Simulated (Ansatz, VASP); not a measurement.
## Se: VASP beside Ansatz

File INCAR:

```
PREC = Accurate
ENCUT = 520
EDIFF = 1E-6
ISMEAR = -1
SIGMA = 0.08
LREAL = False
LASPH = True
NELM = 80
ALGO = Normal
ISIF = 2
LWAVE = False
LCHARG = False
GGA = PE
NBANDS = 13
```

Contents of KPOINTS:

```
Automatic mesh
0
Gamma
  13 13 13
```

The input POSCAR:

```
Se
1.0
    2.0009041209     -1.1552225328      3.2705095032
    0.0000000000      2.3104450656      3.2705095032
   -2.0009041209     -1.1552225328      3.2705095032
Se
2
Direct
    0.2499989885      0.2499989885      0.2499989885
   -0.2499989885     -0.2499989885     -0.2499989885
```

Input for Ansatz:

```yaml
crystal:
  lattice:
    - [2.0009041209, -1.1552225328, 3.2705095032]
    - [0.0, 2.3104450656, 3.2705095032]
    - [-2.0009041209, -1.1552225328, 3.2705095032]
  atoms:
    - { symbol: Se, position: [0.2499989885, 0.2499989885, 0.2499989885] }
    - { symbol: Se, position: [-0.2499989885, -0.2499989885, -0.2499989885] }
kpoints:
  mp_grid: { grid: [13, 13, 13] }
  band_path:
    path:
      - [0.0, 0.0, 0.0]
      - [1.0, 1.0, 1.0]
      - [1.0006207671, 1.0, 0.9993792329]
      - [0.9993792329, 0.0006207671, 0.0]
      - [0.5, 0.5, 0.0]
      - [0.0, 0.0, 0.0]
      - [0.4996896164, 0.0, -0.4996896164]
      - [1.0, 0.5003103836, 0.4996896164]
      - [1.0, 0.5, 0.5]
    npoints: 8
scf:
  occupations: { method: fermi_dirac, width: 0.08 }
hamiltonian:
  xc: pbe
  pseudopotentials: { kind: paw }
output:
  forces: true
  stress: true
  eigenvalues: true
  populations: true
  dos: { projected: true, de: 0.2, e_range: [-14, 8] }
```

Change from the starting cell: volume scaled by 1, PAW files.

Alike in both runs: task single point; functional PBE; k mesh 13 × 13 × 13; occupations fermi-dirac, width 0.08 eV; no spin polarisation.

```csv
,VASP,Ansatz
version,VASP 6.6.1,Ansatz 0.2.0
potentials or method,"VASP PAW PBE potentials, release 64 (Se)","PAW with Ansatz's default frozen-core files, scalar-relativistic"
plane-wave cutoff (eV),520,420
valence electrons in the cell,12,32
```

|  | VASP | Ansatz | Ansatz less VASP |
| --- | --- | --- | --- |
| pressure (GPa) | 0.0 | 0.0 | -0.03 |

The two sets of potentials don't hold the same shells in valence. Ansatz warned: «structure_snapped_to_symmetry».
